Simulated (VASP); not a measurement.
A calculation with VASP 6.6.1 of Li2Se (native input, structure from a POSCAR):

File INCAR:

```
PREC = Accurate
ENCUT = 520
EDIFF = 1E-7
ISMEAR = 0
SIGMA = 0.02
LREAL = F
LASPH = T
NELM = 80
ALGO = Normal
ISIF = 2
LWAVE = F
LCHARG = T
GGA = PS
LELF = T
LVHAR = T
```

The input KPOINTS:

```
Automatic mesh
0
Gamma
  8 8 8
```

Contents of POSCAR:

```
Li2Se
1.0
    0.0000000000      3.0025000000      3.0025000000
    3.0025000000      0.0000000000      3.0025000000
    3.0025000000      3.0025000000      0.0000000000
Se Li
1 2
Direct
    0.0000000000      0.0000000000      0.0000000000
    0.7500000000      0.7500000000      0.7500000000
    0.2500000000      0.2500000000      0.2500000000
```

Potentials or basis: VASP PAW PBE potentials, release 64 (Se, Li_sv).

The run is started by

```bash
$ cat potpaw_PBE.64/Se/POTCAR potpaw_PBE.64/Li_sv/POTCAR > POTCAR
$ mpirun -np 1 vasp_std > vasp.out
```

Problem. Write the same calculation in another form: ASE script, structure typed inline.

Solution. As run:

run.py

```python
from ase import Atoms
from ase.calculators.vasp import Vasp
from ase.dft.bandgap import bandgap

atoms = Atoms(
    ['Se', 'Li', 'Li'],
    cell=[[0.0, 3.0025, 3.0025], [3.0025, 0.0, 3.0025], [3.0025, 3.0025, 0.0]],
    scaled_positions=[[0.0, 0.0, 0.0], [0.75, 0.75, 0.75], [0.25, 0.25, 0.25]],
    pbc=True,
)
calc = Vasp(
    directory='calc',
    xc='pbesol',
    pp='PBE',
    setups='materialsproject',
    prec='Accurate',
    encut=520,
    ediff=1e-07,
    ismear=0,
    sigma=0.02,
    lreal=False,
    lasph=True,
    nelm=100,
    algo='Fast',
    isif=2,
    lwave=False,
    lcharg=True,
    lelf=True,
    lvhar=True,
    kpts=[8, 8, 8],
    gamma=True,
    nbands=13,
)
atoms.calc = calc

print('energy (eV):', atoms.get_potential_energy())
print('free energy (eV):', atoms.get_potential_energy(force_consistent=True))
print('forces (eV/A):')
print(atoms.get_forces())
print('stress (eV/A^3, Voigt):', atoms.get_stress())
print('Fermi level (eV):', calc.get_fermi_level())
gap, top, bottom = bandgap(calc)
print('band gap (eV):', gap, 'from (spin, k, band)', top, 'to', bottom)
```

Potentials or basis: VASP PAW PBE potentials, release 64 (Se, Li_sv).

Command:

```bash
$ python run.py
```

Both were run:

|  | native input, structure from a POSCAR | ASE script, structure typed inline |
| --- | --- | --- |
| Band gap on the k mesh | 2.83 eV, indirect (least direct gap 3.24 eV) | 2.83 eV, indirect (least direct gap 3.24 eV) |

Keys that steer only the numerical path or the files written may differ.

Caveat: the PAW data sets were made with another functional, which shifts forces and pressure a little.
